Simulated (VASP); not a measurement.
Wanted: the native input for a VASP 6.6.1 run.

- Task: band structure
- Functional: LAK
- Potentials or basis: VASP PAW PBE potentials, release 64 (Se, Li_sv)
- Cutoff: 520 eV
- k mesh: 8 × 8 × 8
- Occupations: fermi-dirac, width 0.05 eV
- Spin: no spin polarisation
- Further INCAR settings: ALGO = Normal; EDIFF = 1e-06; NBANDS = 13

The structure of Li2Se lies in POSCAR:

```
Li2Se
1.0
    0.0000000000      3.0025000000      3.0025000000
    3.0025000000      0.0000000000      3.0025000000
    3.0025000000      3.0025000000      0.0000000000
Se Li
1 2
Direct
    0.0000000000      0.0000000000      0.0000000000
    0.7500000000      0.7500000000      0.7500000000
    0.2500000000      0.2500000000      0.2500000000
```

These files were run (other wordings do the same):

INCAR

```
SYSTEM = Li2Se
PREC = Accurate
ENCUT = 520
EDIFF = 1E-6
ISMEAR = -1
SIGMA = 0.05
LREAL = .False.
LASPH = .True.
NELM = 100
ALGO = Normal
ISIF = 2
LWAVE = .False.
LCHARG = .False.
METAGGA = LAK
LMIXTAU = .True.
NBANDS = 13
```

KPOINTS

```
regular mesh
0
Gamma
  8 8 8
  0 0 0
```

KPOINTS_OPT

```
path GXWKGLUWLK,UX
20
line-mode
reciprocal
 0.0000000000  0.0000000000  0.0000000000  G
 0.5000000000  0.0000000000  0.5000000000  X

 0.5000000000  0.0000000000  0.5000000000  X
 0.5000000000  0.2500000000  0.7500000000  W

 0.5000000000  0.2500000000  0.7500000000  W
 0.3750000000  0.3750000000  0.7500000000  K

 0.3750000000  0.3750000000  0.7500000000  K
 0.0000000000  0.0000000000  0.0000000000  G

 0.0000000000  0.0000000000  0.0000000000  G
 0.5000000000  0.5000000000  0.5000000000  L

 0.5000000000  0.5000000000  0.5000000000  L
 0.6250000000  0.2500000000  0.6250000000  U

 0.6250000000  0.2500000000  0.6250000000  U
 0.5000000000  0.2500000000  0.7500000000  W

 0.5000000000  0.2500000000  0.7500000000  W
 0.5000000000  0.5000000000  0.5000000000  L

 0.5000000000  0.5000000000  0.5000000000  L
 0.3750000000  0.3750000000  0.7500000000  K

 0.6250000000  0.2500000000  0.6250000000  U
 0.5000000000  0.0000000000  0.5000000000  X
```

Potentials or basis: VASP PAW PBE potentials, release 64 (Se, Li_sv).

Command:

```console
$ cat potpaw_PBE.64/Se/POTCAR potpaw_PBE.64/Li_sv/POTCAR > POTCAR
$ mpirun -np 1 vasp_std > vasp.out
```

Results of the run:

```json
{
  "Band gap on the k mesh": "3.83 eV, indirect (least direct gap 4.73 eV)",
  "Band gap along the path": "3.83 eV, indirect (least direct gap 4.73 eV)"
}
```

Run time: 5 min on 1 thread of Intel(R) Xeon(R) Platinum 8259CL CPU @ 2.50GHz (Skylake/Cascade Lake), on a shared host, peak memory 0.19 GiB.
